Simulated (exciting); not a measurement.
Consider BeS, space group F-43m.

```
S Be
1.0
     0.00000    2.42500    2.42500
     2.42500    0.00000    2.42500
     2.42500    2.42500    0.00000
S Be
1 1
Direct
  0.75000 0.75000 0.75000
  0.00000 0.00000 0.00000
```

Absorber: atom 1, with 4 Be at 2.10 Å (tetrahedral, site symmetry -43m). Method: exciting, all-electron LAPW+lo, PBEsol, exchange and screened direct term (singlet BSE), 6×6×6 shifted k points, 13 conduction bands, |G+q| up to 3 bohr⁻¹, full RPA screening with nempty = 32, Lorentzian half width 0.45 eV.

The database entry behind the starting cell differs from later determinations by our own check (0.1 to 0.3 % short, probably kX units), so it need not match the best structure at ambient conditions.

Question: What does the S K spectrum look like, and is there a bound core exciton?

Bound core exciton? Undecided on this mesh: the first bright state (over 5 % of the brightest) lies at -0.08 eV from the Kohn–Sham onset; weaker or dark states reach down to -0.46 eV. Maxima (height): 2.2 eV (1.00), 6.6 eV (0.48) and 13.0 eV (0.40).

Energy from the Kohn–Sham onset, core level to the lowest empty state found on the meshes used; Im ε in relative units:

```csv
E (eV),Im ε
-3.5,0.02
-3.0,0.03
-2.5,0.04
-2.0,0.05
-1.5,0.06
-1.0,0.09
-0.5,0.15
0.0,0.29
0.5,0.57
1.0,0.79
1.5,0.89
2.0,0.99
2.5,0.96
3.0,0.82
3.5,0.75
4.0,0.71
4.5,0.65
5.0,0.57
5.5,0.51
6.0,0.47
6.5,0.48
7.0,0.45
7.5,0.42
8.0,0.41
8.5,0.39
9.0,0.40
9.5,0.37
10.0,0.34
10.5,0.33
11.0,0.32
11.5,0.30
12.0,0.29
12.5,0.35
13.0,0.40
13.5,0.35
14.0,0.33
14.5,0.30
15.0,0.25
15.5,0.21
16.0,0.19
16.5,0.19
17.0,0.17
17.5,0.17
```

Binding energies aren't converged on 216 k points. The kernel cutoff is low for a compact core orbital, so the effect of exchange is a lower bound. The zero comes from the shifted mesh, which comes near the band minimum without meeting it. The Kohn–Sham onset, 2397 eV, is no photon energy (tabulated edge of the element: 2472 eV): the scale needs a rigid shift. No quasiparticle correction widens the gap or stretches the bands. Vibrations and energy-dependent lifetimes are left out. The structure is a published determination, not relaxed.

[Banner, clock and machine lines of the logs are left out without a mark of their own.]

[Logs are printed without paths, hosts, clocks, repeated set-up lines and the standing remarks that a program may print on its own settings, such as how far it seeks lower states.]

[Hosts, paths, dates, database ids (printed as entryN), source tags and the programs' standing remarks are cut or masked in the printed files.]
